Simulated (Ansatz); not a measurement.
NbP:

```
Nb P
1.0
    -1.67492    1.67492    5.74011
     1.67492   -1.67492    5.74011
     1.67492    1.67492   -5.74011
Nb P
2 2
Cartesian
  1.6749 0.0000 2.8687
  0.0000 0.0000 5.7387
  0.0000 1.6749 3.8200
  0.0000 0.0000 0.9500
```

The cell is a database's computed one.

```yaml
Program: Ansatz 0.2.0
Task: relaxation of cell and atoms
Functional: BLYP
Potentials_or_basis: Ansatz PAW
Cutoff: "420 eV (not typed: the program's choice for these potentials)"
k_mesh: 11 × 11 × 11
Occupations: fermi-dirac, width 0.05 eV
Spin: no spin polarisation
```

At the start: volume 16.10 Å³/atom.

Q: Where does the relaxation end?

A: It ends after 6 steps and the volume is 16.81 Å³/atom (+4.4 %); space group I4_1md (No. 109, to 0.05 Å).

Step by step:
| step | energy change (eV) | largest force (eV/Å) | volume (Å³) |
| --- | --- | --- | --- |
| 1 | 0.0000 | 0.0075 | 64.41 |
| 2 | -0.0416 | 0.0489 | 68.95 |
| 3 | -0.0640 | 0.0129 | 67.37 |
| 4 | -0.0644 | 0.0002 | 67.22 |
| 5 | -0.0644 | 0.0013 | 67.23 |
| 6 | -0.0650 | 0.0013 | 67.23 |

Final structure:
```
CELL_PARAMETERS angstrom
-1.69534 1.69534 5.84803
1.69534 -1.69534 5.84803
1.69534 1.69534 -5.84803
ATOMIC_POSITIONS crystal
Nb 0.24974 0.74974 0.50000
Nb 0.49974 0.49974 0.00000
P 0.83289 0.33289 0.50000
P 0.08289 0.08289 0.00000
```

Caveat: the plane-wave basis is chosen anew once the cell has moved, so the energies of steps on either side of that aren't comparable; the PAW data sets come from PBE, with cores solved anew for the run's functional, which leaves a small shift of forces and pressure.
